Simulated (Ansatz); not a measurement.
**P: field gradients at two levels of theory**

Cell: a structure deposited in the COD, ions relaxed with PBE at fixed cell.

```cif
data_P
_symmetry_space_group_name_H-M 'P-1'
_symmetry_Int_Tables_number 2
_cell_length_a 5.5030
_cell_length_b 10.8842
_cell_length_c 11.0238
_cell_angle_alpha 94.682
_cell_angle_beta 99.826
_cell_angle_gamma 100.552
loop_
_atom_site_label
_atom_site_type_symbol
_atom_site_symmetry_multiplicity
_atom_site_Wyckoff_symbol
_atom_site_fract_x
_atom_site_fract_y
_atom_site_fract_z
P1 P 2 i 0.0775 0.9909 0.6757
P3 P 2 i 0.5856 0.1790 0.5409
P5 P 2 i 0.1715 0.0510 0.1895
P7 P 2 i 0.7783 0.3781 0.5599
P9 P 2 i 0.6905 0.3031 0.0243
P11 P 2 i 0.2387 0.0141 0.8756
P13 P 2 i 0.5021 0.3179 0.6778
P15 P 2 i 0.3733 0.3229 0.4779
P17 P 2 i 0.0785 0.3667 0.1301
P19 P 2 i 0.0078 0.1457 0.7997
P21 P 2 i 0.8028 0.4900 0.1347
P23 P 2 i 0.7634 0.3178 0.2288
```

One atom of each set is listed.

First run. All values are calculated (Ansatz; DFT, PBE, plane waves and PAW, scalar-relativistic, 420 eV cutoff, Γ-centred 6×3×3 k-points, Fermi–Dirac smearing 0.02 eV), not measured.

```csv
site,V_zz (10²¹ V/m²),η
P1,0.45,0.01
P3,0.44,0.27
P5,0.44,0.56
P7,0.44,0.64
P9,0.32,0.65
P11,0.39,0.70
P13,0.42,0.58
P15,0.30,0.22
P17,0.33,0.69
P19,0.45,0.68
P21,0.45,0.39
P23,0.45,0.53
```

Second run. The same atoms and settings, except that the functional is LDA.

Question: Given the first result, estimate the second.

Answer: 

```json
{"site": "P1", "V_zz": "0.53", "η": "0.03", "change of V_zz": "+0.08"}
{"site": "P3", "V_zz": "0.52", "η": "0.27", "change of V_zz": "+0.08"}
{"site": "P5", "V_zz": "0.51", "η": "0.44", "change of V_zz": "+0.07"}
{"site": "P7", "V_zz": "0.53", "η": "0.52", "change of V_zz": "+0.09"}
{"site": "P9", "V_zz": "0.39", "η": "0.56", "change of V_zz": "+0.07"}
{"site": "P11", "V_zz": "0.47", "η": "0.54", "change of V_zz": "+0.08"}
{"site": "P13", "V_zz": "0.47", "η": "0.49", "change of V_zz": "+0.05"}
{"site": "P15", "V_zz": "0.37", "η": "0.12", "change of V_zz": "+0.07"}
{"site": "P17", "V_zz": "0.40", "η": "0.56", "change of V_zz": "+0.07"}
{"site": "P19", "V_zz": "0.54", "η": "0.63", "change of V_zz": "+0.09"}
{"site": "P21", "V_zz": "0.54", "η": "0.30", "change of V_zz": "+0.09"}
{"site": "P23", "V_zz": "0.53", "η": "0.45", "change of V_zz": "+0.08"}
```

The largest change of V_zz is on P21, from 0.45 to 0.54. Where |V_zz| stays above 0.1, η moves most on P11, from 0.70 to 0.54.

For the second run: The largest force is 0.3 eV/Å, so the atoms aren't at the calculated equilibrium and relaxing them would move these values.
